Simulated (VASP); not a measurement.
Crystal: AlN.

```
Al N
1.0
     0.00000    2.03452    2.03452
     2.03452    0.00000    2.03452
     2.03452    2.03452    0.00000
Al N
1 1
Direct
  0.50000 0.50000 0.50000
  0.00000 0.00000 0.00000
```

Measurements of this composition are mostly on another form, of space group No. 186.

- Program: VASP 6.6.1
- Task: relaxation of cell and atoms
- Functional: PBEsol
- Potentials or basis: VASP PAW PBE potentials, release 64 (Al, N)
- Cutoff: 600 eV
- k mesh: 10 × 10 × 10
- Occupations: gaussian, width 0.02 eV
- Spin: no spin polarisation

At the start: pressure -4.8 GPa; volume 8.42 Å³/atom.

Problem. Where does the relaxation end?

Solution. Over 3 steps the energy falls by 2.3 meV/atom and the volume is 8.27 Å³/atom (-1.8 %); space group Fm-3m (No. 225, to 0.05 Å).

Step by step:
| step | energy change (eV) | largest force (eV/Å) | pressure (GPa) | volume (Å³) |
| --- | --- | --- | --- | --- |
| 1 | 0.0000 | 0.0000 | -4.83 | 16.84 |
| 2 | 0.0000 | 0.0000 | 5.01 | 16.23 |
| 3 | -0.0047 | 0.0000 | -0.03 | 16.53 |

Final structure:
```
Al N
1.0
     0.00000    2.02204    2.02204
     2.02204    0.00000    2.02204
     2.02204    2.02204    0.00000
Al N
1 1
Direct
  0.50000 0.50000 0.50000
  0.00000 0.00000 0.00000
```

Caveat: the PAW data sets were made with another functional, which shifts forces and pressure a little.
